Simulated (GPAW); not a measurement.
Runs of GPAW 26.7.0 on SnO2 (Cassiterite). Symmetry: P4_2/mnm, No. 136, tetragonal system. The conventional cell has a = 4.738 Å, b = 4.738 Å, c = 3.187 Å, α = 90.00°, β = 90.00°, γ = 90.00°. Around Sn (site symmetry mmm) lie 6 O at 2.05 to 2.06 Å. O (site symmetry m2m) has 3 Sn at 2.05 to 2.06 Å as nearest neighbours. 

| task | level | potentials or basis | spin | cell | band path | band points | spin axis theta (degrees) | spin axis phi (degrees) | soc after scf | gap on the mesh (eV) | pressure (GPa) | relaxed volume (Å³/atom) | largest force (eV/Å) |
| --- | --- | --- | --- | --- | --- | --- | --- | --- | --- | --- | --- | --- | --- |
| band structure | AM05 | PAW data sets generated in the run's folder for this functional, pw | SOC, no magnetisation | as given | GXMGZRAZ,XR,MA | 100 | 0 | 0 | second variation | 1.27 | (b) | - | 0.17 |
| relaxation of cell and atoms | LDA | the program's PAW data sets (release 1.2.1) made for this functional, pw | off | relaxed | - | - | - | - | - | (a) | 0.0 | 11.74 | - |
| relaxation of cell and atoms | PBEsol+D3(BJ) | PAW data sets generated in the run's folder for this functional, pw | off | relaxed | - | - | - | - | - | 1.16 | 0.0 | 11.93 | 0.03 |
| band structure | C09-vdW | GPAW PAW data sets (gpaw-data 1.2.1), pw | SOC, no magnetisation | as given | GXMGZRAZ,XR,MA | 60 | 90 | 45 | second variation | 1.35 | - | - | 0.26 |
| band structure | LDA | PAW data sets generated in the run's folder for this functional, pw | off | as given | GXMGZRAZ,XR,MA | 60 | - | - | - | 1.16 | -2.8 | - | 0.12 |

Alike in all rows: k mesh 4 × 4 × 5; cutoff (eV) 800; smearing fermi-dirac 0.05 eV.

Q: Estimate the missing entries.

A: (a) 1.31; (b) 3.6.

Caveats: spin-orbit coupling is left out, which moves the levels of the heavy elements (some runs); spin-orbit coupling was added after a scalar SCF, so levels and gaps hold it while energy, forces, pressure and moments don't (some runs); this program's spin-orbit splittings come out too wide for heavy elements (some runs); later steps reuse the first step's grids (some runs); the PAW data sets were made with another functional, which shifts forces and pressure a little (some runs).

A k mesh can miss the band edges, and rows without SOC leave out spin-orbit coupling on Sn.

Runs at the PBE level aren't shown here.
